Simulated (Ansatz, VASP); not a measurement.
# SnTe: VASP beside Ansatz

```
Sn Te
1.0
     0.00000    3.14511    3.14511
     3.14511    0.00000    3.14511
     3.14511    3.14511    0.00000
Sn Te
1 1
Direct
  0.00000 0.00000 0.00000
  0.50000 0.50000 0.50000
```

Alike in both runs: functional PBEsol; k mesh 12 × 12 × 12; occupations gaussian, width 0.1 eV; no spin polarisation.

Ansatz relaxed the structure, and its values are those at the end. VASP's run is a single point on that final structure, the one shown.

|  | VASP | Ansatz |
| --- | --- | --- |
| version | VASP 6.6.1 | Ansatz 0.2.0 |
| potentials or method | VASP PAW PBE potentials, release 64 (Sn_d, Te) | scalar-relativistic, plane waves, PAW |
| plane-wave cutoff (eV) | 520 | 420 |
| valence electrons in the cell | 20 | 30 |

VASP gave:

| Item | Value |
| --- | --- |
| gap on the k mesh at the Fermi level (eV) | 0.16 |
| least direct gap on the mesh (eV) | 0.16 |
| pressure (GPa) | -0.1 |

Task: What did Ansatz give for the same quantities?

Result: gap on the k mesh at the Fermi level (eV): 0.16; least direct gap on the mesh (eV): 0.16; pressure (GPa): 0.0.

The two sets of potentials don't hold the same shells in valence.

Caveats: the PAW data sets were made with another functional, which shifts forces and pressure a little (VASP); spin-orbit coupling is left out, which moves the levels of the heavy elements.
